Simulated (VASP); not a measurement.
ZrSe2, 6 atoms in the cell. The cell holds a slab with vacuum, 6 atoms: a = 3.798 Å, b = 3.798 Å, c = 27.288 Å, α = 90.00°, β = 90.00°, γ = 120.00°. 

| Quantity | Value |
| --- | --- |
| Program | VASP 6.6.1 |
| Task | relaxation of cell and atoms |
| Functional | LDA |
| Potentials or basis | VASP PAW LDA potentials, release 64 (Se, Zr_sv) |
| Cutoff | 600 eV |
| k mesh | 9 × 9 × 1 |
| Occupations | gaussian, width 0.03 eV |
| Spin | no spin polarisation |
| Further INCAR settings | ALGO = Normal; EDIFF = 1e-06; IBRION = 2; EDIFFG = -0.01; NSW = 90; ISIF = 3 |

Potentials or basis: VASP PAW LDA potentials, release 64 (Se, Zr_sv).

Run with:

```sh
$ cat potpaw_LDA.64/Se/POTCAR potpaw_LDA.64/Zr_sv/POTCAR > POTCAR
$ mpirun -np 1 vasp_std > vasp.out
```

Hardware: 1 thread of Intel(R) Xeon(R) 6975P-C (Granite Rapids) (shared host).

**Question.** How long does it take, and how much memory?

**Answer.** Run time: 30 min on 1 thread of Intel(R) Xeon(R) 6975P-C (Granite Rapids), with other jobs on the host, peak memory 0.49 GiB. Counts: scf iterations 206, k points 12, ion steps 28.
